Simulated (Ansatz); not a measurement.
Wanted: the native input for an Ansatz 0.2.0 run.

- Task: relaxation of cell and atoms
- Functional: revPBE
- Potentials or basis: Ansatz PAW
- Cutoff: 420 eV (not typed: the program's choice for these potentials)
- k mesh: 7 × 7 × 7
- Occupations: fermi-dirac, width 0.05 eV
- Spin: no spin polarisation

KTaO3:

```
Ta K O
1.0
     3.98830    0.00000    0.00000
     0.00000    3.98830    0.00000
     0.00000    0.00000    3.98830
Ta K O
1 1 3
Direct
  0.00000 0.00000 0.00000
  0.50000 0.50000 0.50000
  0.00000 0.00000 0.50000
  0.00000 0.50000 0.00000
  0.50000 0.00000 0.00000
```

These files were run (other wordings do the same):

input.yaml

```yaml
crystal:
  lattice:
    - [3.9883, 0.0, 0.0]
    - [0.0, 3.9883, 0.0]
    - [0.0, 0.0, 3.9883]
  atoms:
    - { symbol: Ta, position: [0.0, 0.0, 0.0] }
    - { symbol: K, position: [0.5, 0.5, 0.5] }
    - { symbol: O, position: [0.0, 0.0, 0.5] }
    - { symbol: O, position: [0.0, 0.5, 0.0] }
    - { symbol: O, position: [0.5, 0.0, 0.0] }
hamiltonian:
  xc: revpbe
  pseudopotentials: { kind: paw }
kpoints:
  mp_grid: { grid: [7, 7, 7] }
scf:
  occupations: { method: fermi_dirac, width: 0.05 }
output:
  forces: true
  stress: true
relax:
  f_tol: 0.01
  max_steps: 40
  cell: { stress_tol: 0.05 }
```

Potentials or basis: Ansatz PAW.

Run with:

```console
$ ansatz run input.yaml --threads 2 --pin off --max-ram 5632MiB --backend cpu --events-out ev --progress --plain --runs-dir out
```

Results of the run:

| Item | Value |
| --- | --- |
| Relaxed volume | 13.26 Å³/atom |
| Relaxed cell | a = 4.047 Å, b = 4.047 Å, c = 4.047 Å, α = 90.00°, β = 90.00°, γ = 90.00° |
| Space group after relaxing (to 0.05 Å) | Pm-3m (No. 221) |
| Energy gained by relaxing | 14.7 meV/atom |
| Ionic steps | 7 |
| Pressure after relaxing | 0.0 GPa |
| Band gap on the k mesh | 2.21 eV |

Caveat: odd divisions of the mesh miss points on the zone boundary, where band edges often lie, so the gap on the mesh can be too wide; the plane-wave basis is chosen anew once the cell has moved, so the energies of steps on either side of that aren't comparable; the pressure holds a Pulay correction of +0.5 GPa for the finite cutoff; spin-orbit coupling is left out, which moves the levels of the heavy elements; the PAW data sets come from PBE, with cores solved anew for the run's functional, which leaves a small shift of forces and pressure.

Run time: 14 s on 2 threads of Intel(R) Xeon(R) Processor @ 2.50GHz (Skylake/Cascade Lake), on a shared host, peak memory 0.38 GiB.
